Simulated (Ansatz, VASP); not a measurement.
# Cross-check of In2O3 between VASP and Ansatz, part 2 of 2

One calculation is typed for both programs; each brings its own data sets. How far apart do they land? The cell is taken from a series of runs on this material, whose earlier steps may have relaxed, scaled, displaced or heated it; both programs get it as it stands.

VASP 6.6.1 and Ansatz 0.2.0.

So far. Step 2 (VASP: single point, HSE06): The run ends at a pressure of 10.61 GPa, with forces up to 0.089 eV/Å.

**3. Ansatz: single point, HSE06**

Level of this step: Ansatz beside VASP: Kohn-Sham DFT, plane waves, HSE06 (Ansatz).

Ansatz runs on its PAW soft_1 files.

The same cell, functional and mesh now go to Ansatz, which takes its cutoff from its data sets.

input.yaml reads:

```yaml
crystal:
  lattice:
    - [2.68863, 1.5522812542, 4.8366666667]
    - [-2.68863, 1.5522812542, 4.8366666667]
    - [0.0, -3.1045625085, 4.8366666667]
  atoms:
    - { symbol: In, position: [0.3567947418, 0.3567947418, 0.3567947418] }
    - { symbol: In, position: [0.1432052582, 0.1432052582, 0.1432052582] }
    - { symbol: In, position: [0.6432052582, 0.6432052582, 0.6432052582] }
    - { symbol: In, position: [0.8567947418, 0.8567947418, 0.8567947418] }
    - { symbol: O, position: [0.5455471797, 0.9544528203, 0.25] }
    - { symbol: O, position: [0.25, 0.5455471797, 0.9544528203] }
    - { symbol: O, position: [0.9544528203, 0.25, 0.5455471797] }
    - { symbol: O, position: [0.4544528203, 0.0455471797, 0.75] }
    - { symbol: O, position: [0.75, 0.4544528203, 0.0455471797] }
    - { symbol: O, position: [0.0455471797, 0.75, 0.4544528203] }
kpoints:
  mp_grid: { grid: [4, 4, 4] }
  band_path:
    path:
      - [0.0, 0.0, 0.0]
      - [0.5, 0.5, 0.5]
      - [0.76183349, 0.23816651, 0.5]
      - [0.5, -0.23816651, 0.23816651]
      - [0.5, 0.0, 0.0]
      - [0.36908326, -0.36908326, 0.0]
      - [0.63091674, 0.0, 0.36908326]
      - [0.5, 0.0, 0.5]
      - [0.3, 0.0, 0.0]
    npoints: 1
hamiltonian:
  xc: hse06
  pseudopotentials: { kind: paw, azcp: { folder: soft_1 } }
scf:
  occupations: { method: fixed }
  n_extra_bands: 7
output:
  eigenvalues: true
```

On the command line:

```console
> ansatz run input.yaml --threads 4 --pin off --max-ram 138240MiB --backend cuda --events-out ev --progress --plain --runs-dir out --devices 1 --max-vram 26GiB
```

Numbers of over 12 decimals in the logs are rounded to 6 here.

The program printed:

```text
scf.n_extra_bands = 7 over 44 filled bands (N_el = 88.0): the run solves 51 bands
GPUs: using 1 of 1 available (devices: 1).
Engine: ansatz 0.2.0, x86_64-unknown-linux-gnu
Pseudopotentials: kind: paw
Pseudopotential: In, paw, valence charge 13, recommended cutoff 420 eV (normal), soft_1/In.paw.azcp
Pseudopotential: O, paw, valence charge 6, recommended cutoff 420 eV (normal), soft_1/O.paw.azcp
Functional definition: HSE06
  parameter a = 0.25
  parameter omega = 0.11/bohr
  exchange = pbe_x - a*pbe_x_sr(omega) + a*exact_x_sr(omega)
  correlation = pbe_c
davidson cushion auto → on  (no smearing: the cushion is to keep the highest requested band from converging to the state above it; pin scf.eigensolver.cushion to override)
device memory: the entry about to start is reckoned to put 3.5 GiB on a device that reports 71.3 GiB free (of which the cap on the GPU budget leaves the run 26.0 GiB)
GPU FFT provider: cuFFT
GPU libraries: cuBLAS 13.8.2, cuFFT 12.4.0, cuSOLVER 12.3.4
Crystal: 10 atoms, lattice volume = 121.115 Å³
Basis set: ecut = 420 eV, 2339 PW (Γ)
Bands: 51, of which v1, the nominal top of the filled ones, is band 44 counted from 1 (43 counted from 0)
Symmetry: 12 space group operations
Space group: R-3c (ITA 167), of the structure as read, at distance tolerance 4.9e-5 Å
k-points: 13 of 64
Non-local potential: In, projectors of the file, l = 0: 2, l = 1: 2, l = 2: 2, l = 3: 1
Non-local potential: O, projectors of the file, l = 0: 2, l = 1: 2, l = 2: 1
PAW form: soft (Blöchl's): semilocal exchange-correlation on the pseudo side does not see the compensation charge
PAW frozen core: In, regenerated for the run's functional, and the local potential with it (the file was generated under x = pbe(κ = 0.804, μ = 0.219515), c = pbe(β = 0.066725))
PAW frozen core: O, regenerated for the run's functional, and the local potential with it (the file was generated under x = pbe(κ = 0.804, μ = 0.219515), c = pbe(β = 0.066725))
PAW one-centre angular grid: In, 590 points (default); XC on 64 Gauss nodes
PAW one-centre angular grid: O, 110 points (default); XC on 96 Gauss nodes
Initial density: superposition of atomic densities (chi_scale 0.1, normalization cell, long waves kept (reshape's long-wave potential 0.00 eV rms))
Initial wavefunctions: pseudopotential atomic-orbital guess
GPU buffer pool allocated for 64000 grid points (all kernels)
GPU transforms: local potential and band sums: pruned to the plane-wave sphere, on 40×40×40
Functional: x = pbe(κ = 0.804, μ = 0.219515), c = pbe(β = 0.066725), warm-up for x = pbe(κ = 0.804, μ = 0.219515) + 0.25 (exact − pbe) at short range (hse, ω = 0.207870 Å⁻¹), c = pbe(β = 0.066725); HSE06 as pw.x's `hse` composes it (authors' and Libxc's form: `xc: wpbeh`)
SCF iter   1: F=—  HF=-25797.208053 eV  |F-HF|=—  |Δ(HF+E_count)|=         —  Δρ=7.28e-2  dr2=4.66e0  ethr=1.00e-1  ⟨swp⟩=4.0  Hψ=2032  notcnv=0
preconditioner: auto → none  [insulator: Δε(μ)=1.845 eV  Ē_g=16.272 eV  n_scr=32 (ndim 8)  ℏωp=31.7 eV  f_vac=0.000]
iter 2 solved again at ethr=4.41e-4 eV; its pass at ethr=5.30e-3 eV (dr2=3.88e-1 eV) is discarded
SCF iter   2: F=—  HF=-25796.237461 eV  |F-HF|=—  |Δ(HF+E_count)|=   9.71e-1  Δρ=2.75e-2  dr2=3.93e-1  ethr=4.41e-4  ⟨swp⟩=3.1  Hψ=3474  notcnv=0
SCF iter   3: F=—  HF=-25796.235102 eV  |F-HF|=—  |Δ(HF+E_count)|=   2.36e-3  Δρ=1.05e-2  dr2=1.42e-1  ethr=4.41e-4  ⟨swp⟩=3.0  Hψ=1721  notcnv=0
SCF iter   4: F=—  HF=-25796.217710 eV  |F-HF|=—  |Δ(HF+E_count)|=   1.74e-2  Δρ=5.25e-3  dr2=1.90e-2  ethr=1.61e-4  ⟨swp⟩=3.0  Hψ=1779  notcnv=0
SCF iter   5: F=-25796.214616 eV  HF=-25796.214540 eV  |F-HF|=7.57e-5  |Δ(HF+E_count)|=   3.17e-3  Δρ=5.05e-4  dr2=1.28e-4  ethr=2.16e-5  ⟨swp⟩=3.0  Hψ=1715  notcnv=0
SCF 1 stopped early in 5 iterations: F = -25796.214616 eV  dr2 = 1.28e-4
  greatest PAW one-centre occupation: 0.990 electrons in one spin orbital (limit 2), on the In atom at site 3 (counted from 0), in its partial waves of l = 2
device memory: the entry about to start is reckoned to put 4.1 GiB on a device that reports 71.3 GiB free (of which the cap on the GPU budget leaves the run 26.0 GiB)
GPU FFT provider: cuFFT
GPU libraries: cuBLAS 13.8.2, cuFFT 12.4.0, cuSOLVER 12.3.4
Initial density: handed on by an earlier stage of this run
Initial wavefunctions: those handed on with the density
GPU buffer pool allocated for 64000 grid points (all kernels)
GPU transforms: local potential and band sums: pruned to the plane-wave sphere, on 40×40×40
Functional: x = pbe(κ = 0.804, μ = 0.219515) + 0.25 (exact − pbe) at short range (hse, ω = 0.207870 Å⁻¹), c = pbe(β = 0.066725); HSE06 as pw.x's `hse` composes it (authors' and Libxc's form: `xc: wpbeh`)
Exchange kernel: α = 0.2500, screened, ω = 0.2079 Å⁻¹, Wigner–Seitz truncation, v(0) = 1046.0145 eV·Å³, q-mesh 4×4×4, nearest image of the exchange supercell L = 21.51 Å, pair-density grid 24×24×24, without the augmentation charges, whose exchange is taken in its separable form by FFT convolution over the k-point mesh (sized by the pseudopotential files, 30×30×36 at the most), smooth part of the exact exchange by density-matrix convolution in up to 3.10 GiB of GPU memory as planned if the GPU has room (build and FFT work areas not counted)
Frozen-core exchange: fock
SCF iter   1: F=—  HF=-25811.080915 eV  |F-HF|=—  |Δ(HF+E_count)|=         —  Δρ=9.75e-3  dr2=8.71e-2  ethr=1.46e-6  ⟨swp⟩=8.0  Hψ=3892  notcnv=0
preconditioner: auto → none  [insulator: Δε(μ)=3.034 eV  Ē_g=18.274 eV  n_scr=32 (ndim 8)  ℏωp=31.7 eV  f_vac=0.020]
SCF iter   2: F=—  HF=-25811.056189 eV  |F-HF|=—  |Δ(HF+E_count)|=   2.47e-2  Δρ=2.63e-3  dr2=8.86e-3  ethr=1.46e-6  ⟨swp⟩=4.5  Hψ=2479  notcnv=0
SCF iter   3: F=—  HF=-25811.097175 eV  |F-HF|=—  |Δ(HF+E_count)|=   4.10e-2  Δρ=1.25e-3  dr2=1.73e-3  ethr=1.46e-6  ⟨swp⟩=4.7  Hψ=2689  notcnv=0
SCF iter   4: F=—  HF=-25811.096707 eV  |F-HF|=—  |Δ(HF+E_count)|=   4.68e-4  Δρ=6.58e-5  dr2=6.86e-5  ethr=1.46e-6  ⟨swp⟩=2.9  Hψ=1500  notcnv=0
SCF iter   5: F=-25811.097193 eV  HF=-25811.097214 eV  |F-HF|=2.06e-5  |Δ(HF+E_count)|=   5.06e-4  Δρ=1.61e-4  dr2=2.95e-5  ethr=3.13e-9  ⟨swp⟩=7.2  Hψ=2947  notcnv=0  defer=6
SCF 2 stopped early in 5 iterations: F = -25811.097193 eV  dr2 = 2.95e-5
  greatest PAW one-centre occupation: 0.991 electrons in one spin orbital (limit 2), on the In atom at site 3 (counted from 0), in its partial waves of l = 2
hybrid outer 1: dexx = +4.713e-2 eV, tail = 1.48e-4 eV
GPU FFT provider: cuFFT
GPU libraries: cuBLAS 13.8.2, cuFFT 12.4.0, cuSOLVER 12.3.4
GPU buffer pool allocated for 64000 grid points (all kernels)
GPU transforms: local potential and band sums: pruned to the plane-wave sphere, on 40×40×40
Exchange kernel: α = 0.2500, screened, ω = 0.2079 Å⁻¹, Wigner–Seitz truncation, v(0) = 1046.0145 eV·Å³, q-mesh 4×4×4, nearest image of the exchange supercell L = 21.51 Å, pair-density grid 24×24×24, without the augmentation charges, whose exchange is taken in its separable form by FFT convolution over the k-point mesh (sized by the pseudopotential files, 30×30×36 at the most), smooth part of the exact exchange by density-matrix convolution in up to 3.10 GiB of GPU memory as planned if the GPU has room (build and FFT work areas not counted)
Frozen-core exchange: fock
SCF iter   1: F=—  HF=-25811.095955 eV  |F-HF|=—  |Δ(HF+E_count)|=         —  Δρ=7.45e-5  dr2=5.04e-6  ethr=8.43e-7  ⟨swp⟩=3.2  Hψ=1500  notcnv=0
preconditioner: auto → none  [insulator: Δε(μ)=3.072 eV  Ē_g=18.288 eV  n_scr=32 (ndim 8)  ℏωp=31.7 eV  f_vac=0.024]
iter 2 solved again at ethr=1.72e-10 eV; its pass at ethr=5.29e-9 eV (dr2=1.51e-7 eV) is discarded
SCF iter   2: F=—  HF=-25811.095959 eV  |F-HF|=—  |Δ(HF+E_count)|=   4.46e-6  Δρ=1.63e-5  dr2=1.84e-7  ethr=1.72e-10  ⟨swp⟩=3.2  Hψ=4173  notcnv=0  defer=7
SCF iter   3: F=-25811.095959 eV  HF=-25811.095959 eV  |F-HF|=5.53e-9  |Δ(HF+E_count)|=   2.58e-8  Δρ=6.57e-6  dr2=4.11e-8  ethr=1.72e-10  ⟨swp⟩=3.0  Hψ=1539  notcnv=0
SCF 3 converged in 3 iterations: F = -25811.095959 eV  dr2 = 4.11e-8
hybrid outer 2: dexx = +2.580e-6 eV, tail = 1.11e-7 eV, Δε = 4.36e-3 eV (about 1.67e-4 eV left of the loop's levels)
the search or the solves at the SCF's close seem to have found levels that the self-consistency loop had missed (the run counts 1). By its estimate they hold under 1e-12 electrons; where the run keeps them, the occupations were computed again with them
device memory: the entry about to start is reckoned to put 1.0 GiB on a device that reports 75.8 GiB free (of which the cap on the GPU budget leaves the run 26.0 GiB)
NSCF: frozen V_eff on 9 k-points
hybrid SCF converged: 2 outer / 8 inner (+5 warm-up), last move |dexx| = 2.58e-6 eV, tail = 1.11e-7 eV
Stability not checked: this state was not tested for a lower state beside it, because the functional holds exact exchange (a hybrid, or Hartree-Fock), whose exchange loop this test does not read (fock_operator; see scf.lower_state_search)
Free energy (F): -25811.095959 eV
Frozen-core exchange: fock
Harris-Foulkes:  -25811.095959 eV  (|F-HF|=5.53e-9)
Internal energy: -25811.095959 eV  (E = F + TS)
E sigma→0 (E₀):  -25811.095959 eV
Fermi energy:    8.594020 eV
--- Per-component energies (eV) ---
  E_band       = -69.900195
  E_kinetic    = 1913.507974
  E_local      = -5476.063062  (includes V_loc(G=0)·N_el)
  E_nonlocal   = 1624.617981
  E_hartree    = 2174.318748
  E_xc         = -797.784785
  E_vxc        = -719.337459  (∫ρ·V_xc dr)
  E_exx        = -248.573187  (= α·E_x^exact, valence–valence)
  E_paw        = -17806.165455  (= ΣΔE_a)
  E_vpaw       = -1264.120262  (= ΣTr[D̂ρ^β])
  E_aug_tail   = 0.005139  (compensation charges beyond the density's cutoff)
  E_ewald      = -7196.844263
  E_core_change = 1.884951  (= ΣΔE_core)
  E_smearing   = -0.000000  (= −TS)
  E_closure    = -0.000000  (closes the sum)
  Σ components = -25811.095959   (vs F -25811.095959, Δ=0.00e0)
--- Band table (eV; the first three rows and the last of 13) ---
  k-point 0: bands = [... 40 lower, 8.2219, 8.2219, 8.5940, 8.5940, 11.6649, 16.0410, 17.1194, 18.2252, ... 3 higher]
  k-point 1: bands = [... 40 lower, 8.0897, 8.1660, 8.3037, 8.4881, 13.1962, 16.7186, 16.7708, 17.4963, ... 3 higher]
  k-point 2: bands = [... 40 lower, 7.7702, 7.7702, 8.4292, 8.4292, 15.5529, 15.5529, 16.5942, 16.5942, ... 3 higher]
  k-point 12: bands = [... 40 lower, 8.3666, 8.3666, 8.3666, 8.3666, 14.8891, 14.8891, 18.2334, 18.2334, ... 3 higher]
```

**4. Side by side**

Known differences besides the potentials themselves: exact exchange at q = 0 is treated differently, which shows on coarse meshes; VASP keeps PBE cores, Ansatz makes them for the functional; fixed occupations in Ansatz, narrow Gaussian smearing in VASP; the cutoff is 420 eV in Ansatz and 520 eV in VASP; VASP takes a coarser grid for exact exchange (PRECFOCK = Fast). Total energies have different zeros and are not compared.

Compared:

```csv
quantity,Ansatz,VASP,difference
gap on the k mesh (eV),3.071,3.062,+0.009
```

A gap on the mesh is an upper bound, since the band edges may lie between its points.

**5. Outcome**

```yaml
difference_in_gap_on_the_k_mesh_single_point_hse06: 0.0087 eV
```

What this shows: The difference in gap on the k mesh is 0.0087 eV (single point, HSE06), within the 0.08 eV picked in this series as the mark of a large difference. How closely two codes agree says nothing of how well the functional describes the real material.

[Lines on the potential files, build, host, timing and source positions are cut from VASP's logs without a mark.]

[Logs are printed without paths, hosts, clocks, repeated set-up lines and the standing remarks that a program may print on its own settings, such as how far it seeks lower states.]

[Hosts, paths, dates, database ids (printed as entryN), source tags and the programs' standing remarks are cut or masked in the printed files.]
